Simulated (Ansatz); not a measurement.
The system is SiNi3.

```
CELL_PARAMETERS angstrom
3.54200 0.00000 0.00000
0.00000 3.54200 0.00000
0.00000 0.00000 3.54200
ATOMIC_POSITIONS crystal
Ni 0.50000 0.50000 0.00000
Ni 0.50000 0.00000 0.50000
Ni 0.00000 0.50000 0.50000
Si 0.00000 0.00000 0.00000
```

Base run:

* Program: Ansatz 0.2.0
* Functional: LDA
* Potentials or basis: all-electron LAPW, scalar-relativistic
* Cutoff: 283 eV
* Density cutoff: 1132 eV
* Basis error allowed: 0.002 eV/atom
* k mesh: 8 × 8 × 8
* Occupations: fermi-dirac, width 0.05 eV
* Spin: collinear spin, ferromagnetic start
* Starting moments: [1.0, 1.0, 1.0, 0.0] μB

Its results: pressure -20.2 GPa; net moment 0.00 μB per cell.

Question: The run is repeated on the same cell with these changes: functional from LDA to PBE. What comes out?

Answer: Pressure -6.0 GPa; net moment 0.00 μB per cell.

PBE binds less tightly than LDA, so the same cell stands under more pressure.

Not every run made on this cell is shown here.
